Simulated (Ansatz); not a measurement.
# HfSiO4 — 179Hf nuclear quadrupole resonance

Cell: a structure deposited in the COD, its atoms then relaxed with PBE in this cell.

```cif
data_HfSiO4
_symmetry_space_group_name_H-M 'I4_1/amd:1'
_symmetry_Int_Tables_number 141
_cell_length_a 6.5725
_cell_length_b 6.5725
_cell_length_c 5.9632
_cell_angle_alpha 90.000
_cell_angle_beta 90.000
_cell_angle_gamma 90.000
loop_
_atom_site_label
_atom_site_type_symbol
_atom_site_symmetry_multiplicity
_atom_site_Wyckoff_symbol
_atom_site_fract_x
_atom_site_fract_y
_atom_site_fract_z
Hf Hf 4 a 0.0000 0.5000 0.2500
Si Si 4 b 0.5000 0.0000 0.2500
O O 16 h 0.5000 0.3147 0.8193
```

One atom of each set is listed; the run and its k-mesh use a cell of 12 atoms with edges of 5.52, 5.52, 5.52 Å.

All values are calculated (Ansatz; DFT, PBE, plane waves and PAW, with spin–orbit coupling, 420 eV cutoff, Γ-centred 7×7×7 k-points, Fermi–Dirac smearing 0.02 eV), not measured.

179Hf: I = 9/2, Q = 3793 mb (year-2017 value). Static lattice, zero field.

(1) Predict the zero-field 179Hf lines of each site.

(2) And for Hf-177 (I = 7/2, Q = 3365 mb) on Hf?

Answers

(1) For I = 9/2 and η = 0 the lines are |C_Q|/24 times 1, 2, 3 and 4; η shifts the lowest up most.

```tsv
site	atoms	V_zz (10²¹ V/m²)	C_Q (MHz)	η	line frequencies (MHz)
Hf	2	14.39	1320	0.00	55.0, 110.0, 164.9, 219.9
```

(2) C_Q scales with Q to 1171 MHz, with lines at 83.6, 167.2, 250.9 MHz.

An axis of threefold or higher order runs through Hf, so V_zz lies along it and η is zero.

At this cell the PBE pressure is 7 GPa, so with PBE the cell would grow if it were relaxed.
